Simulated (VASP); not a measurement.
A run of VASP 6.6.1 is set up as follows.

The input POSCAR:

```
ZnSe
1.0
    0.0000000000      2.8338000000      2.8338000000
    2.8338000000      0.0000000000      2.8338000000
    2.8338000000      2.8338000000      0.0000000000
Se Zn
1 1
Direct
    0.7500000000      0.7500000000      0.7500000000
    0.0000000000      0.0000000000      0.0000000000
```

Contents of INCAR.step1:

```
PREC     = Accurate       # precision mode
ENCUT    = 600            # plane-wave cutoff, eV
EDIFF    = 1E-5           # SCF threshold, eV
ISMEAR   = -1             # smearing method
SIGMA    = 0.05           # smearing width, eV
LREAL    = False          # projectors in reciprocal space
LASPH    = True           # aspherical terms in the spheres
NELM     = 100            # most SCF steps
ALGO     = Normal         # electronic algorithm
LWAVE    = True           # write WAVECAR
LCHARG   = False          # write CHGCAR
GGA      = PE             # functional
```

File INCAR.step2:

```
PREC     = Accurate       # precision mode
ENCUT    = 600            # plane-wave cutoff, eV
EDIFF    = 1E-6           # SCF threshold, eV
ISMEAR   = -1             # smearing method
SIGMA    = 0.05           # smearing width, eV
LREAL    = False          # projectors in reciprocal space
LASPH    = True           # aspherical terms in the spheres
NELM     = 100            # most SCF steps
ALGO     = Normal         # electronic algorithm
ISIF     = 3              # what is computed and relaxed
LWAVE    = False          # write WAVECAR
LCHARG   = False          # write CHGCAR
GGA      = PS             # functional
LHFCALC  = True           # exact exchange
AEXX     = 0.25           # exact-exchange fraction
PRECFOCK = Fast         
HFRCUT   = -1           
IBRION   = 2              # ionic algorithm
NSW      = 60             # ionic steps
EDIFFG   = -0.01          # ionic threshold
ISTART   = 1
```

Contents of KPOINTS:

```
Automatic mesh
0
Gamma
  4 4 4
```

Potentials or basis: VASP PAW PBE potentials, release 64 (Se, Zn).

Command:

```console
$ cat potpaw_PBE.64/Se/POTCAR potpaw_PBE.64/Zn/POTCAR > POTCAR
$ cp INCAR.step1 INCAR
$ mpirun -np 1 vasp_std > vasp.out
$ cp INCAR.step2 INCAR
$ mpirun -np 1 vasp_std > vasp.out
```

Question: Estimate the relaxed cell.

Answer: a = 3.986 Å, b = 3.986 Å, c = 3.986 Å, α = 60.00°, β = 60.00°, γ = 60.00°.

Question: Estimate the band gap on the k mesh.

Answer: 3.07 eV, direct.

Question: What does it give for the relaxed volume?

Answer: 22.39 Å³/atom.

Question: Estimate the space group after relaxing (to 0.05 Å).

Answer: F-43m (No. 216).

The path:
```csv
step,energy change (eV),largest force (eV/Å),pressure (GPa),volume (Å³)
1,0.0000,0.0000,-1.13,45.51
2,-0.0021,0.0000,0.52,44.47
3,-0.0026,0.0000,-0.04,44.78
```

Caveat: the k mesh is coarse (spacing up to 0.48 Å⁻¹), so the values aren't converged, least of all with exact exchange; the PAW data sets were made with another functional, which shifts forces and pressure a little.
